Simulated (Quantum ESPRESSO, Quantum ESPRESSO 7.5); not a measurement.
# Lattice constant of A15 Nb₃Au from PBEsol, with LDA and a D3 correction for comparison

## Starting point

The reference is the cubic cell edge of Nb₃Au in the A15 structure, a = 5.202 Å, taken from a printed reference work on A15 superconductors structure and lattice parameters. It is a compiled value; neither the method nor the measurement temperature is given with it. The diffraction structure from the Crystallography Open Database, from which I start, has a = 5.215 Å, which is 0.013 Å or about 0.25 % longer. A15 phases commonly tolerate some departure from ideal stoichiometry and some exchange of atoms between the two sites, and both can shift the cell edge. The composition and order of the sample behind the compiled value are not given with it, so I treat the number as representative of the phase and not as a benchmark for a perfect crystal.

| compared with | measured | source's wording or label | method |
| --- | --- | --- | --- |
| a (Å) | 5.202 | cubic A15 cell edge | compiled value, method not stated |

Conditions are those given with the value in the passage it was taken from; "not stated" means there, and the paper may say more elsewhere. The values are a selection: others may have been left out beforehand as unlike or outlying.

## Choices

I want the cell edge of ordered, stoichiometric Nb₃Au from a full relaxation of the eight-atom cubic cell. Success means a within 0.5 % of the compiled value, that is within 0.026 Å. This is tight enough to expose the usual error of a poorly suited functional, and it leaves room for the difference between a static cell and a measured one. For a stiff metal like this, thermal and zero-point expansion together should come to roughly 0.2 to 0.3 % at room temperature, with the static cell the smaller.

I go straight to PBEsol, which was built for equilibrium volumes of dense solids. LDA is cheap but usually contracts the lattices of transition metals by a per cent or more, so it serves here only as a neighbour for scale and for testing the numerical settings. The cubic symmetry is kept throughout, so a distortion that breaks it is outside this study.

Plain PBE isn't shown in this study.

System: Nb3Au (niobium gold), A15; Pm-3n (No. 223), 8 atoms in the primitive cell; the database structure is a diffraction structure: a = 5.215 Å; structure from the Crystallography Open Database.

On the selection of runs and values: Further runs on this system are not shown.

## 1. PBEsol relaxation of the cubic cell

PBEsol is the level on which I expect to judge, so it comes first. I expect a static cell edge slightly below the compiled value. All atoms sit on positions fixed by symmetry, which leaves the cell edge as the only structural freedom.

**Run 1.** Quantum ESPRESSO 7.5: PBEsol, GBRV ultrasoft potentials, cell and atoms relaxed from the database structure, cutoff 45 Ry (density 360 Ry), 6x6x6 k mesh, Marzari-Vanderbilt smearing 0.14 eV.

Key lines of the input:
```
! potential files: GBRV ultrasoft potentials, made for PBEsol
&control
  calculation = 'vc-relax'
  forc_conv_thr = 2.0d-4
  etot_conv_thr = 1.0d-5
  nstep = 60
/
&system
  nat = 8
  ntyp = 2
  ecutwfc = 45
  ecutrho = 360
  nbnd = 66
  occupations = 'smearing'
  smearing = 'mv'
  degauss = 0.01029
/
&electrons
  conv_thr = 1.0d-8
  electron_maxstep = 100
  mixing_beta = 0.4
/
&ions
/
&cell
  press_conv_thr = 0.5
/
ATOMIC_SPECIES
  Nb 92.906 Nb.upf
  Au 196.967 Au.upf
[... cell and positions ...]
K_POINTS automatic
  6 6 6 0 0 0
```

Command:
```
OMP_NUM_THREADS=1 mpirun -n 8 pw.x -nk 8 -in relax.in > relax.out
```

Selected lines of the output:
```
     kinetic-energy cutoff     =      45.0000  Ry
     number of k points=    20  Marzari-Vanderbilt smearing, width (Ry)=  0.0103
     new unit-cell volume =    932.93048 a.u.^3 (   138.24603 Ang^3 )
     new unit-cell volume =    932.25233 a.u.^3 (   138.14554 Ang^3 )
          total   stress  (Ry/bohr**3)                   (kbar)     P=        0.16
     bfgs converged in   3 scf cycles and   2 bfgs steps
     new unit-cell volume =    932.25233 a.u.^3 (   138.14554 Ang^3 )
          total   stress  (Ry/bohr**3)                   (kbar)     P=        0.18
CELL_PARAMETERS (angstrom)
   5.169465320   0.000000000   0.000000000
   0.000000000   5.169465320   0.000000000
   0.000000000   0.000000000   5.169465320
```

Converged; 2.4 min on 8 cores of Arm Neoverse V1, shared host.

| quantity | run 1 | measured | deviation |
| --- | --- | --- | --- |
| a (Å) | 5.169 | 5.202 | −0.033 (−0.6 %) |
| conventional cell volume (Å³) | 138.15 |  |  |
| final pressure (GPa) | 0.018 |  |  |

The relaxed edge is 5.169 Å, 0.033 Å below the compiled value. At −0.6 % this is a narrow miss of the 0.5 % target. The sign is the one I expected, but the size is more than I allowed for thermal and zero-point expansion. Against the diffraction cell I started from, the shortfall is larger still, 0.046 Å or 0.9 %.

The relaxation itself ended cleanly. The pressure on the fresh basis is 0.018 GPa, far too small to matter for the cell edge of a stiff metal. That leaves the functional, the potentials, the k mesh, the smearing and the cutoff as possible computational sources, besides the composition and order of the measured sample.

## 2. LDA for scale, with mesh and cutoff

I now run LDA at the same cutoff and mesh, then once with a coarser mesh and once with a lower cutoff. The first run places PBEsol beside its neighbour; I expect LDA to be shorter, by somewhat under one per cent. The other two measure how far the cell edge moves with each numerical setting in this metal. They are checks of LDA and can only indicate what to expect of PBEsol, since both go towards looser settings.

**Run 2.** Quantum ESPRESSO 7.5: LDA, GBRV ultrasoft potentials, cell and atoms relaxed from the database structure, cutoff 45 Ry (density 360 Ry), 6x6x6 k mesh, Marzari-Vanderbilt smearing 0.14 eV.

Key lines of the input, as changed from run 1:
```diff
- ! potential files: GBRV ultrasoft potentials, made for PBEsol
+ ! potential files: GBRV ultrasoft potentials, made for LDA
```

Selected lines of the output:
```
     kinetic-energy cutoff     =      45.0000  Ry
     number of k points=    20  Marzari-Vanderbilt smearing, width (Ry)=  0.0103
     new unit-cell volume =    914.35507 a.u.^3 (   135.49344 Ang^3 )
     new unit-cell volume =    914.17059 a.u.^3 (   135.46610 Ang^3 )
          total   stress  (Ry/bohr**3)                   (kbar)     P=       -0.15
     bfgs converged in   3 scf cycles and   2 bfgs steps
     new unit-cell volume =    914.17059 a.u.^3 (   135.46610 Ang^3 )
          total   stress  (Ry/bohr**3)                   (kbar)     P=       -0.19
CELL_PARAMETERS (angstrom)
   5.135824966   0.000000000   0.000000000
   0.000000000   5.135824966   0.000000000
   0.000000000   0.000000000   5.135824966
```

Converged; 2.3 min on the same hardware.

**Run 3.** Quantum ESPRESSO 7.5: LDA, GBRV ultrasoft potentials, cell and atoms relaxed from the database structure, cutoff 45 Ry (density 360 Ry), 4x4x4 k mesh, Marzari-Vanderbilt smearing 0.14 eV.

Key lines of the input, as changed from run 2:
```diff
  K_POINTS automatic
-   6 6 6 0 0 0
+   4 4 4 0 0 0
```

Selected lines of the output:
```
     kinetic-energy cutoff     =      45.0000  Ry
     number of k points=    10  Marzari-Vanderbilt smearing, width (Ry)=  0.0103
     new unit-cell volume =    910.84251 a.u.^3 (   134.97293 Ang^3 )
     new unit-cell volume =    910.36167 a.u.^3 (   134.90168 Ang^3 )
          total   stress  (Ry/bohr**3)                   (kbar)     P=        0.27
     bfgs converged in   3 scf cycles and   2 bfgs steps
     new unit-cell volume =    910.36167 a.u.^3 (   134.90168 Ang^3 )
          total   stress  (Ry/bohr**3)                   (kbar)     P=        0.18
CELL_PARAMETERS (angstrom)
   5.128682191   0.000000000   0.000000000
   0.000000000   5.128682191   0.000000000
   0.000000000   0.000000000   5.128682191
```

Converged; 1.7 min on the same hardware.

**Run 4.** Quantum ESPRESSO 7.5: LDA, GBRV ultrasoft potentials, cell and atoms relaxed from the database structure, cutoff 29 Ry (density 232 Ry), 6x6x6 k mesh, Marzari-Vanderbilt smearing 0.14 eV.

Key lines of the input, as changed from run 2:
```diff
  &system
-   ecutwfc = 45
-   ecutrho = 360
+   ecutwfc = 29
+   ecutrho = 232
```

Selected lines of the output:
```
          total   stress  (Ry/bohr**3)                   (kbar)     P=       -0.00
          total   stress  (Ry/bohr**3)                   (kbar)     P=       -4.03
CELL_PARAMETERS (angstrom)
   5.127324870   0.000000000   0.000000000
```

Converged; 76 s on the same hardware.

| quantity | run 2 | run 3 | run 4 | measured |
| --- | --- | --- | --- | --- |
| a (Å) | 5.136 | 5.129 | 5.127 | 5.202 |
| conventional cell volume (Å³) | 135.47 | 134.90 | 134.79 |  |
| final pressure (GPa) | −0.019 | 0.018 | −0.403 |  |

LDA gives 5.136 Å, 1.3 % below the compiled value and 0.034 Å below PBEsol. The order and spacing of the two functionals are what I expected, and LDA misses the target clearly.

The numerical tests matter more for the verdict. Going from the 6×6×6 to the 4×4×4 mesh shortens the LDA edge by 0.007 Å, and lowering the cutoff from 45 to 29 Ry shortens it by 0.009 Å. The PBEsol result lies outside the 0.5 % limit by about 0.007 Å, so its margin is no larger than these shifts. They don't tell me what a denser mesh or a higher cutoff would do to PBEsol, and I can't use them to correct its cell edge.

At 29 Ry the pressure goes from zero to −0.403 GPa when the basis is rebuilt for the final cell. That is a change of Pulay stress, and it is much larger than the residual pressure at 45 Ry.

## 3. Dispersion added to PBEsol

A side question at the PBEsol level is how sensitive the cell edge is to a dispersion term. I add D3(BJ) and keep cutoff and mesh as they were. The added attraction should shorten the edge and so widen the miss; I want its size, not a remedy. Pairwise dispersion with coefficients derived from atoms and small molecules is poorly founded in a metal, where the conduction electrons screen it, so plain PBEsol stays the level on which I judge.

**Run 5.** Quantum ESPRESSO 7.5: PBEsol+D3(BJ), GBRV ultrasoft potentials, cell and atoms relaxed from the database structure, cutoff 45 Ry (density 360 Ry), 6x6x6 k mesh, Marzari-Vanderbilt smearing 0.14 eV.

Key lines of the input, as changed from run 1:
```diff
  &system
+   vdw_corr = 'dft-d3'
+   dftd3_version = 4
```

Selected lines of the output:
```
     new unit-cell volume =    907.55409 a.u.^3 (   134.48564 Ang^3 )
          total   stress  (Ry/bohr**3)                   (kbar)     P=       -0.08
CELL_PARAMETERS (angstrom)
   5.123404430   0.000000000   0.000000000
```

Converged; 2 min on 8 cores of Arm Neoverse V2, shared host.

| quantity | run 5 | measured | deviation |
| --- | --- | --- | --- |
| a (Å) | 5.123 | 5.202 | −0.079 (−1.5 %) |
| conventional cell volume (Å³) | 134.49 |  |  |
| final pressure (GPa) | −0.008 |  |  |

With D3(BJ) the edge shrinks to 5.123 Å, 0.046 Å below plain PBEsol and even 0.012 Å below LDA at the same cutoff and mesh. The miss widens from 0.6 to 1.5 %. The sign is the one I argued for, and the shift is larger than the whole step from PBEsol to LDA.

The correction in this run includes the three-body term as well as the pairwise part I discussed beforehand. Neither contains the screening by the conduction electrons, so overbinding is a plausible reading of the contraction, though this run can't separate it from the error PBEsol already has. The result gives no reason to add D3 to PBEsol for this compound. It also leaves the numerical convergence of the plain PBEsol edge where it was, since cutoff and mesh are unchanged.

## Table of results

| run | settings | a (Å) | deviation | cost |
| --- | --- | --- | --- | --- |
| 1 | PBEsol, cutoff 45 Ry (density 360 Ry), 6x6x6 k mesh | 5.169 | −0.033 (−0.6 %) | 19 core-min |
| 2 | LDA, cutoff 45 Ry (density 360 Ry), 6x6x6 k mesh | 5.136 | −0.066 (−1.3 %) | 19 core-min |
| 3 | LDA, cutoff 45 Ry (density 360 Ry), 4x4x4 k mesh | 5.129 | −0.073 (−1.4 %) | 14 core-min |
| 4 | LDA, cutoff 29 Ry (density 232 Ry), 6x6x6 k mesh | 5.127 | −0.075 (−1.4 %) | 10 core-min |
| 5 | PBEsol+D3(BJ), cutoff 45 Ry (density 360 Ry), 6x6x6 k mesh | 5.123 | −0.079 (−1.5 %) | 16 core-min |
|  | measured | 5.202 |  |  |

## Judgement

PBEsol narrowly misses the target: a = 5.169 Å is 0.6 % below the compiled 5.202 Å, where I had allowed 0.5 %. It cost 19 core-minutes. LDA at the same settings is 1.3 % short, and adding D3(BJ) to PBEsol makes it 1.5 % short.

The PBEsol run and its LDA neighbour carried the comparison. The coarser mesh and lower cutoff showed that such settings can move the LDA edge by 0.007 and 0.009 Å, as much as the margin of the miss. The D3 run gave the size of an ill-founded correction but did nothing to secure the PBEsol value; as a last step it was poorly chosen.

Part of the 0.033 Å shortfall is probably physical. Thermal and zero-point expansion, roughly 0.2 to 0.3 % at room temperature, would lengthen the static edge by about 0.01 to 0.016 Å. That could bring PBEsol inside the limit, but the measurement temperature isn't given, so I leave the call as it is. About 0.02 Å would still remain. The functional is a likely contributor, since PBEsol tends to give a slightly short lattice for niobium itself, but these runs don't isolate its share. The potentials, the k mesh, the cutoff and the smearing could also contribute, as could composition and site disorder in the sample; I can't assign a sign or size to those. The diffraction cell, at 5.215 Å, would make the miss larger.

The convergence of the PBEsol edge towards denser meshes and higher cutoffs is not shown in this report. A denser mesh is where I would start: it is cheap here, and the narrow miss can't be pinned on the functional alone until the mesh is settled.

[Logs are printed without paths, hosts, clocks, repeated set-up lines and the standing remarks that a program may print on its own settings, such as how far it seeks lower states.]

[The runs shown are a pick from a larger set of finished runs; failed, doubtful and other runs were left out of it ahead of writing. So were measured values far from every level or from commonly accepted values, and agreement can look better than it is. Lines of input and output are excerpts and may be shortened.]
